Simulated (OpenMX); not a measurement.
# In: equation of state with PBE

Crystal: In.

```
CELL_PARAMETERS angstrom
-1.62547 1.62547 2.47370
1.62547 -1.62547 2.47370
1.62547 1.62547 -2.47370
ATOMIC_POSITIONS crystal
In 0.00000 0.00000 0.00000
```

```yaml
Program: OpenMX 3.8.5
Task: equation of state
Functional: PBE
Potentials_or_basis: OpenMX 2013 PBE set, In7.0-s3p2d2, fixed grid of 27 × 27 × 21 points
k_mesh: 11 × 11 × 11
Occupations: fermi-dirac, width 0.05 eV
Spin: no spin polarisation
Mixing_scheme: rmm-diisk
SCF_threshold: 1e-08 Ha
Solver: band
Grid_points_held_for_all_volumes: 27 × 27 × 21
```

```yaml
Equilibrium_volume: "27.92 Å³/atom (rough: see the caveat)"
Bulk_modulus_at_fixed_shape_and_positions: 35 GPa (rough)
```

Energy against volume, from the lowest point:
```tsv
volume (Å³/atom)	energy (meV/atom)
24.575	56.51
25.098	38.47
25.621	24.45
26.144	13.93
26.666	6.56
27.189	2.02
27.712	0.00
```

Caveat: the minimum lies outside the volumes run; the real-space grid is coarse for these elements, which adds noise of up to some 20 meV/atom to energies and shifts forces, pressures and volumes; volumes in these bases differ from converged ones by about 1 %, for some elements by several; the cell was scaled at fixed shape and fractional positions, which overstates the stiffness of a crystal with free parameters, most of all of layers and chains; the basis of atomic orbitals isn't converged, which shifts pressures, moduli and gaps.
